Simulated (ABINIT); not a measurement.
# Si (P6/mmm) in ABINIT: single point with LDA

Aim: the single point of Si with LDA.

Everything below comes from runs of ABINIT 10.8.3 (patched build). Logs are shortened: lines on timing, memory, paths and dates and some standing lists are left out, and cuts for length are marked. The log counts tension as positive stress, the text compression.

## (1) Starting point

It takes space group P6/mmm (No. 191, hexagonal). Conventional cell: a = 4.121 Å, b = 4.121 Å, c = 2.655 Å, α = 90.00°, β = 90.00°, γ = 120.00°. Si (site symmetry -6m2) is surrounded by 5 Si at 2.38 to 2.65 Å.

The cell was built by a generator and needn't be a form met in nature.

## (2) Single point, LDA

File run.abi:

```
# Pseudopotentials
pp_dirpath "./"
pseudos "Si.hgh"

# Structure
acell 7.7874668733 7.7874664241 5.0168260184
rprim
     1.0000000000     0.0000000000     0.0000000000
    -0.4999988155     0.8660260876     0.0000000000
     0.0000000000     0.0000000000     1.0000000000
ntypat 1
znucl 14
natom 2
typat 1 1
xcart
    -0.0000326382     4.4961218671     2.5084130092
     3.8937755235     2.2480272128     2.5084130092

# Plane-wave basis
ecut 571.439111 eV

# k points
kptopt 1
ngkpt 6 6 8
nshiftk 1
shiftk 0.0 0.0 0.0

# Exchange and correlation
ixc 7

# Bands and occupations
nband 8
occopt 3
tsmear 0.05 eV

# SCF cycle
nstep 100
tolvrs 1.0e-10

# Output
iomode 3
prtwf 0
prteig 0
prtebands 0
enunit 2
prtden 1
prtvha 1
prtvclmb 1
prtpot 1
prtelf 1
```

Potentials or basis: HGH LDA.

On the command line:

```sh
$ abinit run.abi > log 2>&1
```

run.abo:

```text
.Version 10.8.3 of ABINIT
 Symmetries : space group Cm m m (# 65); Bravais oC (1-face-center ortho.)
================================================================================
 Values of the parameters that define the memory need of the present run
     intxc =       0    ionmov =       0      iscf =       7    lmnmax =       3
     lnmax =       3     mgfft =      36  mpssoang =       2    mqgrid =    3001
     natom =       2  nloc_mem =       1    nspden =       1   nspinor =       1
    nsppol =       1      nsym =       8    n1xccc =       0    ntypat =       1
    occopt =       3   xclevel =       1
       mpw =        1222          nfft =       31104          nkpt =          65
================================================================================
================================================================================

--------------------------------------------------------------------------------
------------- Echo of variables that govern the present computation ------------
--------------------------------------------------------------------------------
 -outvars: echo values of preprocessed input variables --------
            acell      7.7874666485E+00  7.7874666485E+00  5.0168260184E+00 Bohr
              amu      2.80855000E+01
             ecut      2.10000000E+01 Hartree
           enunit           2
                       outvar_i_n : Printing only first  50 k-points.
              ixc           7
                       outvar_i_n : Printing only first  50 k-points.
         kptrlatt        6    0    0      0    6    0      0    0    8
          kptrlen      4.01346081E+01
            natom           2
            nband           8
            ngfft          36      36      24
             nkpt          65
            nstep         100
             nsym           8
           ntypat           1
                       prtocc : prtvol=0, do not print more k-points.
           occopt           3
        prtebands           0
           prteig           0
           prtelf           1
           prtpot           1
         prtvclmb           1
           prtvha           1
            prtwf           0
            rprim      1.0000000000E+00 -4.9995434691E-08  0.0000000000E+00
                      -4.9999877223E-01  8.6602611264E-01  0.0000000000E+00
                       0.0000000000E+00  0.0000000000E+00  1.0000000000E+00
          spgroup          65
           tolvrs      1.00000000E-10
           tsmear      1.83746611E-03 Hartree
            typat      1  1
                       outvars : Printing only first  50 k-points.
           xangst     -1.7231749356E-05  2.3792452966E+00  1.3273949991E+00
                       2.0604972304E+00  1.1896047010E+00  1.3273949991E+00
            xcart     -3.2563286953E-05  4.4961219969E+00  2.5084130092E+00
                       3.8937754486E+00  2.2480270830E+00  2.5084130092E+00
             xred      3.3332999999E-01  6.6667000003E-01  5.0000000000E-01
                       6.6667000000E-01  3.3333000002E-01  5.0000000000E-01
[... 122 lines left out ...]

 ----iterations are completed or convergence reached----

 Mean square residual over all n,k,spin=   10.953E-08; max=  36.826E-06
 reduced coordinates (array xred) for    2 atoms
       0.333329999995      0.666670000028      0.500000000000
       0.666670000003      0.333330000020      0.500000000000
 rms dE/dt=  5.7738E-05; max dE/dt=  7.0715E-05; dE/dt below (all hartree)
    1      -0.000070714646      0.000070714646      0.000000000000
    2       0.000070714646     -0.000070714646      0.000000000000

 cartesian coordinates (angstrom) at end:
    1     -0.00001723174936     2.37924529656019     1.32739499910074
    2      2.06049723036796     1.18960470103418     1.32739499910074

 cartesian forces (hartree/bohr) at end:
    1      0.00000908057098    -0.00000524267899    -0.00000000000000
    2     -0.00000908057098     0.00000524267899    -0.00000000000000
 frms,max,avg= 6.0537166E-06 9.0805710E-06   0.000E+00  0.000E+00  0.000E+00 h/b

 cartesian forces (eV/Angstrom) at end:
    1      0.00046694173399    -0.00026958939271    -0.00000000000000
    2     -0.00046694173399     0.00026958939271    -0.00000000000000
 frms,max,avg= 3.1129462E-04 4.6694173E-04   0.000E+00  0.000E+00  0.000E+00 e/A
 length scales=  7.787466648515  7.787466648515  5.016826018400 bohr
              =  4.120949878266  4.120949878266  2.654789998201 angstroms
 Fermi (or HOMO) energy (hartree) =   0.27717   Average Vxc (hartree)=  -0.34046
 Eigenvalues (hartree) for nkpt=  65  k points:
 kpt#   1, nband=  8, wtk=  0.00347, kpt=  0.0000  0.0000  0.0000 (reduced coord)
  -0.17917    0.16814    0.16815    0.17015    0.31882    0.31884    0.47315    0.50339
      occupation numbers for kpt#   1
   2.00000    2.00000    2.00000    2.00000    0.00000    0.00000    0.00000    0.00000
 prteigrs : prtvol=0 or 1, do not print more k-points.

 Fermi (or HOMO) energy (eV) =   7.54219   Average Vxc (eV)=  -9.26451
 Eigenvalues (   eV  ) for nkpt=  65  k points:
 kpt#   1, nband=  8, wtk=  0.00347, kpt=  0.0000  0.0000  0.0000 (reduced coord)
  -4.87537    4.57533    4.57567    4.63000    8.67567    8.67601   12.87493   13.69790
 prteigrs : prtvol=0 or 1, do not print more k-points.

--- !EnergyTerms
iteration_state     : {dtset: 1, }
comment             : Components of total free energy in Hartree
kinetic             :  3.12011603630625E+00
hartree             :  5.14764845741546E-01
xc                  : -2.38083488171818E+00
Ewald energy        : -8.49900958300852E+00
psp_core            : -3.02199540091576E-01
local_psp           : -1.93471620753100E+00
non_local_psp       :  1.57580137380110E+00
internal            : -7.90607795650039E+00
'-kT*entropy'       : -2.30811529695630E-04
total_energy        : -7.90630876803008E+00
total_energy_eV     : -2.15141621666853E+02
band_energy         :  6.85268203612074E-01
...

 Cartesian components of stress tensor (hartree/bohr^3)
  sigma(1 1)=  1.89435639E-04  sigma(3 2)=  0.00000000E+00
  sigma(2 2)=  1.89378590E-04  sigma(3 1)=  0.00000000E+00
  sigma(3 3)=  2.60306638E-05  sigma(2 1)= -4.94057065E-08

-Cartesian components of stress tensor (GPa)         [Pressure= -3.9703E+00 GPa]
- sigma(1 1)=  5.57338891E+00  sigma(3 2)=  0.00000000E+00
- sigma(2 2)=  5.57171048E+00  sigma(3 1)=  0.00000000E+00
- sigma(3 3)=  7.65848570E-01  sigma(2 1)= -1.45356607E-03

== END DATASET(S) ==============================================================
================================================================================

 -outvars: echo values of variables after computation  --------
            acell      7.7874666485E+00  7.7874666485E+00  5.0168260184E+00 Bohr
           etotal     -7.9063087680E+00
            fcart      9.0805709804E-06 -5.2426789850E-06 -0.0000000000E+00
                      -9.0805709804E-06  5.2426789850E-06 -0.0000000000E+00
            rprim      1.0000000000E+00 -4.9995434691E-08  0.0000000000E+00
                      -4.9999877223E-01  8.6602611264E-01  0.0000000000E+00
                       0.0000000000E+00  0.0000000000E+00  1.0000000000E+00
           strten      1.8943563858E-04  1.8937858998E-04  2.6030663817E-05
                       0.0000000000E+00  0.0000000000E+00 -4.9405706452E-08
           xangst     -1.7231749356E-05  2.3792452966E+00  1.3273949991E+00
                       2.0604972304E+00  1.1896047010E+00  1.3273949991E+00
             xred      3.3332999999E-01  6.6667000003E-01  5.0000000000E-01
                       6.6667000000E-01  3.3333000002E-01  5.0000000000E-01
 Calculation completed.
```

It took 10 s on 1 thread of Arm Neoverse V2, shared host; peak memory 0.06 GiB.

What came out:

```yaml
Free_energy: -215.1416 eV
Pressure: -4.0 GPa
Band_gap_on_the_k_mesh: none (metal or under the smearing width)
Valence_electrons_inside_the_program's_atomic_spheres: Si 1.75 (radii [1.0584] Å)
```

Stress tensor (GPa, compression positive):
```
-5.57  0.00  0.00
 0.00 -5.57  0.00
 0.00  0.00 -0.77
```

Caveat: HGH potentials are hard and often keep d shells in the core, so these values are rough.
